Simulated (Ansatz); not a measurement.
CuI (P4/nmm) from a database of computed structures was relaxed with 3 functionals in Ansatz, cell and atoms free, the symmetry of the start kept (meshes: PBE-D3(BJ) 6×6×4, r2SCAN+rVV10 6×6×4, PBE-D4 6×6×4). Spin-unpolarised throughout; all numbers are computed.

The PBE-D3(BJ) result:
```cif
data_structure
_symmetry_space_group_name_H-M 'P4/nmm:1'
_symmetry_Int_Tables_number 129
_cell_length_a 4.0197
_cell_length_b 4.0197
_cell_length_c 6.2289
_cell_angle_alpha 90.000
_cell_angle_beta 90.000
_cell_angle_gamma 90.000
_cell_volume 100.65
loop_
_atom_site_label
_atom_site_type_symbol
_atom_site_symmetry_multiplicity
_atom_site_Wyckoff_symbol
_atom_site_fract_x
_atom_site_fract_y
_atom_site_fract_z
_atom_site_occupancy
Cu1 Cu 2 a 0.50000 0.50000 0.00000 1
I1 I 2 c 0.50000 0.00000 0.27609 1
```

Space group P4/nmm (No. 129), tetragonal; conventional cell a = 4.020 Å, c = 6.229 Å, 25.16 Å³ an atom. Around Cu lie 4 I at 2.65 Å; around I lie 4 Cu at 2.65 Å.

Q: Order the functionals by the relaxed volume, smallest first.
A. PBE-D3(BJ)
B. PBE-D4
C. r2SCAN+rVV10

A: A (25.16 Å³/atom), B (25.29 Å³/atom), C (26.09 Å³/atom).

Q: What lattice does PBE-D4 give?

A: a = 4.026 Å, c = 6.243 Å; the volume differs by +0.5 % from PBE-D3(BJ)'s. Cu has 4 I at 2.65 Å; I has 4 Cu at 2.65 Å.

Q: How does the cell change with r2SCAN+rVV10?

A: a = 4.055 Å, c = 6.346 Å; the volume differs by +3.7 % from PBE-D3(BJ)'s. Cu has 4 I at 2.64 Å; I has 4 Cu at 2.64 Å.
